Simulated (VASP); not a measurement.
## Input and output of a VASP PBE with spin–orbit coupling single-point calculation on BaTe (rocksalt)

INCAR

```
NBANDS = 27
NSW = 0
IBRION = -1
ENCUT = 520
GGA_COMPAT = .FALSE.
LCHARG = .FALSE.
MAGMOM = 0.0 0.0 0.0 0.0 0.0 0.0
ISMEAR = 0
NELM = 120
EDIFF = 1E-7
SIGMA = 0.01
LSORBIT = .TRUE.
GGA = PE
LASPH = .TRUE.
LWAVE = .FALSE.
ISIF = 2
LREAL = .FALSE.
PREC = Accurate
```

KPOINTS

```
KPOINTS created by Atomic Simulation Environment
0
Gamma
6 6 6
0 0 0
```

KPOINTS_OPT

```
special points
6
Reciprocal
0.0000000000 0.0000000000 0.0000000000 1
0.5000000000 0.0000000000 0.5000000000 1
0.5000000000 0.2500000000 0.7500000000 1
0.3750000000 0.3750000000 0.7500000000 1
0.5000000000 0.5000000000 0.5000000000 1
0.6250000000 0.2500000000 0.6250000000 1
```

POSCAR

```
Ba Te
 1.0000000000000000
     0.0000000000000000    3.5323868449000000    3.5323868449000000
     3.5323868449000000    0.0000000000000000    3.5323868449000000
     3.5323868449000000    3.5323868449000000    0.0000000000000000
 Ba  Te
   1   1
Cartesian
  0.0000000000000000  0.0000000000000000  0.0000000000000000
  3.5323868449000000  3.5323868449000000  3.5323868449000000
```

VASP ran with the recommended PBE PAW datasets (16 valence electrons in the cell).

Command

```
mpirun -np 1 vasp_ncl
```

OSZICAR

```
N       E                     dE             d eps       ncg     rms          rms(c)
DAV:   1     0.993921660570E+02    0.99392E+02   -0.62494E+03   864   0.988E+02
DAV:   2    -0.146885177917E+01   -0.10086E+03   -0.94729E+02  1143   0.186E+02
DAV:   3    -0.879056420349E+01   -0.73217E+01   -0.72618E+01  1170   0.529E+01
DAV:   4    -0.902662411730E+01   -0.23606E+00   -0.23555E+00  1317   0.865E+00
DAV:   5    -0.902891466278E+01   -0.22905E-02   -0.22902E-02  1067   0.883E-01    0.436E+00
DAV:   6    -0.890852198071E+01    0.12039E+00   -0.18584E-01  1115   0.209E+00    0.282E+00
DAV:   7    -0.890677855902E+01    0.17434E-02   -0.10509E-01  1104   0.171E+00    0.183E+00
DAV:   8    -0.891460811455E+01   -0.78296E-02   -0.98290E-03  1182   0.663E-01    0.557E-01
DAV:   9    -0.891768698351E+01   -0.30789E-02   -0.41651E-03   938   0.481E-01    0.920E-02
DAV:  10    -0.891817735044E+01   -0.49037E-03   -0.50834E-04  1148   0.151E-01    0.707E-02
DAV:  11    -0.891835521443E+01   -0.17786E-03   -0.14567E-04  1112   0.728E-02    0.329E-02
DAV:  12    -0.891839338255E+01   -0.38168E-04   -0.52750E-05  1037   0.479E-02    0.112E-02
DAV:  13    -0.891839442012E+01   -0.10376E-05   -0.43016E-06  1353   0.842E-03    0.301E-03
DAV:  14    -0.891839473445E+01   -0.31433E-06   -0.55892E-07  1006   0.413E-03    0.129E-03
DAV:  15    -0.891839482209E+01   -0.87642E-07   -0.85469E-08   883   0.181E-03
   1 F= -.89183948E+01 E0= -.89183948E+01  d E =-.282326E-94  mag=    -0.0000    -0.0000    -0.0000
       N       E                     dE             ncg
DAV:   1     0.106083474476E+02   -0.22943E+04      324
DAV:   2    -0.565165681334E+03   -0.57577E+03      423
DAV:   3    -0.608745430176E+03   -0.43580E+02      434
DAV:   4    -0.610130158983E+03   -0.13847E+01      489
DAV:   5    -0.610146905634E+03   -0.16747E-01      410
DAV:   6    -0.610147621090E+03   -0.71546E-03      508
DAV:   7    -0.610147624821E+03   -0.37307E-05      386
DAV:   8    -0.610147624990E+03   -0.16935E-06      404
DAV:   9    -0.610147624992E+03   -0.21485E-08      308
```

From OUTCAR

```
k-points           NKPTS =     16   k-points in BZ     NKDIM =     16   number of bands    NBANDS=     27

   NELECT =      16.0000    total number of electrons

   dimension x,y,z NGX =    40 NGY =   40 NGZ =   40
   dimension x,y,z NGXF=    80 NGYF=   80 NGZF=   80

  energy-cutoff  :      520.00
  volume of cell :       88.15
      direct lattice vectors                 reciprocal lattice vectors
     0.000000000  3.532386845  3.532386845    -0.141547351  0.141547351  0.141547351
     3.532386845  0.000000000  3.532386845     0.141547351 -0.141547351  0.141547351
     3.532386845  3.532386845  0.000000000     0.141547351  0.141547351 -0.141547351

 k-points in reciprocal lattice and weights: KPOINTS created by Atomic Simulation Env
   0.00000000  0.00000000  0.00000000       0.005
   0.16666667  0.00000000  0.00000000       0.037
   0.33333333  0.00000000  0.00000000       0.037
   0.50000000  0.00000000  0.00000000       0.019
   0.16666667  0.16666667  0.00000000       0.028
   0.33333333  0.16666667  0.00000000       0.111
   0.50000000  0.16666667  0.00000000       0.111
  -0.33333333  0.16666667  0.00000000       0.111
   ...

 E-fermi :   2.5178

 k-point     1 :       0.0000    0.0000    0.0000
  band No.  band energies     occupation
      1     -24.9884      1.00000
      2     -24.9884      1.00000
      3     -11.4685      1.00000
      4     -11.4685      1.00000
      5      -9.5146      1.00000
      6      -9.5146      1.00000
      7      -9.5146      1.00000
      8      -9.5146      1.00000
      9      -7.3695      1.00000
     10      -7.3695      1.00000
     11       1.5432      1.00000
     12       1.5432      1.00000
     13       2.3736      1.00000
     14       2.3736      1.00000
     15       2.3736      1.00000
     16       2.3736      1.00000
     17       4.9076      0.00000
     18       4.9076      0.00000
     19       5.0188      0.00000
     20       5.0188      0.00000
     21       5.0188      0.00000
     22       5.0188      0.00000
     23       5.0865      0.00000
     24       5.0865      0.00000
     25       5.6343      0.00000
     26       5.6343      0.00000
     27       5.6343      0.00000

 k-point     2 :       0.1667    0.0000    0.0000
  band No.  band energies     occupation
      1     -24.9856      1.00000
      2     -24.9856      1.00000
      3     -11.4907      1.00000
      4     -11.4907      1.00000
      5      -9.6085      1.00000
      6      -9.6085      1.00000
      7      -9.5178      1.00000
      8      -9.5178      1.00000
      9      -7.1879      1.00000
     10      -7.1879      1.00000
     11       1.0806      1.00000
     12       1.0806      1.00000
     13       1.7287      1.00000
     14       1.7287      1.00000
     15       1.9746      1.00000
     16       1.9746      1.00000
     17       5.0664      0.00000
     18       5.0664      0.00000
     19       5.3570      0.00000
     20       5.3570      0.00000
     21       5.3821      0.00000
     22       5.3821      0.00000
     23       5.9755      0.00000
     24       5.9755      0.00000
     25       6.3416      0.00000
     26       6.3465      0.00000
     27       6.3948      0.00000

 k-point     3 :       0.3333    0.0000    0.0000
  band No.  band energies     occupation
      1     -24.9799      1.00000
      2     -24.9799      1.00000
      3     -11.5364      1.00000
      4     -11.5364      1.00000
      5      -9.7609      1.00000
      6      -9.7609      1.00000
      7      -9.5240      1.00000
      8      -9.5240      1.00000
      9      -6.8480      1.00000
     10      -6.8480      1.00000
     11       0.2434      1.00000
     12       0.2434      1.00000
     13       1.0964      1.00000
     14       1.0964      1.00000
     15       1.4237      1.00000
     16       1.4237      1.00000
     17       5.4870      0.00000
     18       5.4870      0.00000
     19       6.1966      0.00000
     20       6.1966      0.00000
     21       6.2063      0.00000
     22       6.2063      0.00000
     23       7.2934      0.00000
     24       7.2934      0.00000
     25       7.8935      0.00000
     26       7.9022      0.00000
     27       8.0180      0.00000

 k-point     4 :       0.5000    0.0000    0.0000
  band No.  band energies     occupation
      1     -24.9771      1.00000
      2     -24.9771      1.00000
      3     -11.5598      1.00000
      4     -11.5598      1.00000
      5      -9.8247      1.00000
      6      -9.8247      1.00000
      7      -9.5270      1.00000
      8      -9.5270      1.00000
      9      -6.6834      1.00000
     10      -6.6834      1.00000
     11      -0.1235      1.00000
     12      -0.1235      1.00000
     13       0.8803      1.00000
     14       0.8803      1.00000
     15       1.2092      1.00000
     16       1.2092      1.00000
     17       6.2505      0.00000
     18       6.2505      0.00000
     19       6.7508      0.00000
     20       6.7508      0.00000
     21       6.9234      0.00000
     22       6.9234      0.00000
     23       6.9724      0.00000
     24       6.9724      0.00000
     25       8.9289      0.00000
     26       8.9292      0.00000
     27       9.0506      0.00000

 k-point     5 :       0.1667    0.1667    0.0000
  band No.  band energies     occupation
      1     -24.9846      1.00000
      2     -24.9846      1.00000
      3     -11.4955      1.00000
      4     -11.4955      1.00000
      5      -9.6084      1.00000
      6      -9.6084      1.00000
      7      -9.5360      1.00000
      8      -9.5360      1.00000
      9      -7.1720      1.00000
     10      -7.1720      1.00000
     11       0.8924      1.00000
     12       0.8924      1.00000
     13       1.7495      1.00000
     14       1.7495      1.00000
     15       2.1690      1.00000
     16       2.1690      1.00000
     17       4.5726      0.00000
     18       4.5726      0.00000
     19       5.4284      0.00000
     20       5.4284      0.00000
     21       5.8033      0.00000
     22       5.8033      0.00000
     23       5.8093      0.00000
     24       5.8093      0.00000
     25       5.9017      0.00000
     26       5.9017      0.00000
     27       7.5775      0.00000

 k-point     6 :       0.3333    0.1667    0.0000
  band No.  band energies     occupation
      1     -24.9799      1.00000
      2     -24.9799      1.00000
      3     -11.5280      1.00000
      4     -11.5280      1.00000
      5      -9.7104      1.00000
      6      -9.7104      1.00000
      7      -9.5480      1.00000
      8      -9.5480      1.00000
      9      -6.9763      1.00000
     10      -6.9763      1.00000
     11       0.4494      1.00000
     12       0.4494      1.00000
     13       1.3182      1.00000
     14       1.3182      1.00000
     15       1.7271      1.00000
     16       1.7271      1.00000
     17       4.6582      0.00000
     18       4.6582      0.00000
     19       6.2017      0.00000
     20       6.2017      0.00000
     21       6.4147      0.00000
     22       6.4147      0.00000
     23       6.7380      0.00000
     24       6.7380      0.00000
     25       6.9064      0.00000
     26       6.9064      0.00000
     27       8.8400      0.00000

 k-point     7 :       0.5000    0.1667    0.0000
  band No.  band energies     occupation
      1     -24.9762      1.00000
      2     -24.9762      1.00000
      3     -11.5557      1.00000
      4     -11.5557      1.00000
      5      -9.7884      1.00000
      6      -9.7884      1.00000
      7      -9.5569      1.00000
      8      -9.5569      1.00000
      9      -6.8017      1.00000
     10      -6.8017      1.00000
     11       0.1604      1.00000
     12       0.1604      1.00000
     13       0.9771      1.00000
     14       0.9771      1.00000
     15       1.3129      1.00000
     16       1.3129      1.00000
     17       5.4248      0.00000
     18       5.4248      0.00000
     19       6.8122      0.00000
     20       6.8122      0.00000
     21       7.0911      0.00000
     22       7.0911      0.00000
     23       7.2930      0.00000
     24       7.2930      0.00000
     25       8.0519      0.00000
     26       8.0519      0.00000
     27       8.8535      0.00000

 ...

  Total        0.1641536      0.1641536      0.1641536      0.0000000     -0.0000000      0.0000000
  in kB        2.9835004      2.9835004      2.9835004      0.0000000     -0.0000000      0.0000000
  external PRESSURE =       2.9835004 kB  Pullay stress =       0.0000000 kB

 POSITION                                       TOTAL-FORCE (eV/Angst)
 -----------------------------------------------------------------------------------
      0.00000      0.00000      0.00000         0.000000     -0.000000      0.000000
      3.53239      3.53239      3.53239        -0.000000      0.000000     -0.000000
 -----------------------------------------------------------------------------------
    total drift:                                0.000000     -0.000000     -0.000000

  FREE ENERGIE OF THE ION-ELECTRON SYSTEM (eV)
  ---------------------------------------------------
  free  energy   TOTEN  =        -8.9183948221 eV

  energy  without entropy=       -8.9183948221  energy(sigma->0) =       -8.91839482
```

| Property | Result |
| --- | --- |
| gap between bands v and c | 1.31 eV |
| least direct gap | 1.68 eV |

Band v is the last that the valence electrons fill when counted band by band, and c is the next.

The run took about 73 s on one core of a shared host (Intel Xeon 6975P-C) and held 0.5 GiB at most.
